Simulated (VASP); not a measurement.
# C₅H₆: relaxation of the atoms

C₅H₆, molecule in box, 11 atoms in the cell. PBE; PAW potentials C, H (PBE set).

## Input

INCAR:
```
GGA      = PE             # functional
PREC     = Accurate       # precision mode
ENCUT    = 500            # plane-wave cutoff, eV
EDIFF    = 1E-6           # SCF threshold, eV
ISMEAR   = 0              # smearing method
SIGMA    = 0.02           # smearing width, eV
LREAL    = F              # projectors in reciprocal space
LASPH    = T              # aspherical terms in the spheres
ALGO     = Normal         # electronic algorithm
NELM     = 100            # most SCF steps
IBRION   = 2              # ionic algorithm
NSW      = 80             # ionic steps
EDIFFG   = -0.01          # ionic threshold
ISIF     = 2              # what is computed and relaxed
NCORE    = 2            
LWAVE    = F              # write WAVECAR
LCHARG   = F              # write CHGCAR
```

KPOINTS:
```
k-points
0
Gamma
  1 1 1
```

POSCAR:
```
H6C5
1.0
   13.0000000000      0.0000000000      0.0000000000
    0.0000000000     12.0000000000      0.0000000000
    0.0000000000      0.0000000000     10.0000000000
C H
5 6
Direct
    0.5000000000      0.3968630000      0.5000000000
    0.4104450000      0.4757680000      0.5000000000
    0.4446470000      0.5811570000      0.5000000000
    0.5553530000      0.5811570000      0.5000000000
    0.5895560000      0.4757680000      0.5000000000
    0.5000000000      0.3445110000      0.5895380000
    0.5000000000      0.3445110000      0.4104620000
    0.3307570000      0.4505220000      0.5000000000
    0.3978890000      0.6554890000      0.5000000000
    0.6021110000      0.6554890000      0.5000000000
    0.6692430000      0.4505220000      0.5000000000
```

Commands:
```
cat potpaw_PBE.64/C/POTCAR potpaw_PBE.64/H/POTCAR > POTCAR
mpirun -np 4 vasp_gam > vasp.out
```

## Result

- Ionic steps: 17
- SCF steps in all: 138

Ionic steps:

| Step | Energy (eV) | Largest force (eV/A) | SCF steps |
|---|---|---|---|
| 1 | -66.05659 | 0.8068 | 24 |
| 2 | -65.97782 | 2.4019 | 16 |
| 3 | -66.07938 | 0.4556 | 15 |
| 4 | -66.08831 | 0.8032 | 14 |
| 5 | -66.09637 | 0.4972 | 13 |
| 6 | -66.09879 | 0.6258 | 15 |
| 7 | -66.10450 | 0.1156 | 6 |
| 8 | -66.10592 | 0.1367 | 6 |
| 9 | -66.10592 | 0.1367 | 2 |
| 10 | -66.10695 | 0.0670 | 5 |
| 11 | -66.10700 | 0.0871 | 3 |
| 12 | -66.10730 | 0.0558 | 5 |
| 13 | -66.10731 | 0.0362 | 3 |
| 14 | -66.10741 | 0.0203 | 4 |
| 15 | -66.10741 | 0.0191 | 2 |
| 16 | -66.10744 | 0.0112 | 2 |
| 17 | -66.10745 | 0.0068 | 3 |

VASP 6.6.1 took 360 s on 4 cores (Intel Xeon Platinum 8259CL @ 2.50GHz (Skylake/Cascade Lake)), a shared host.
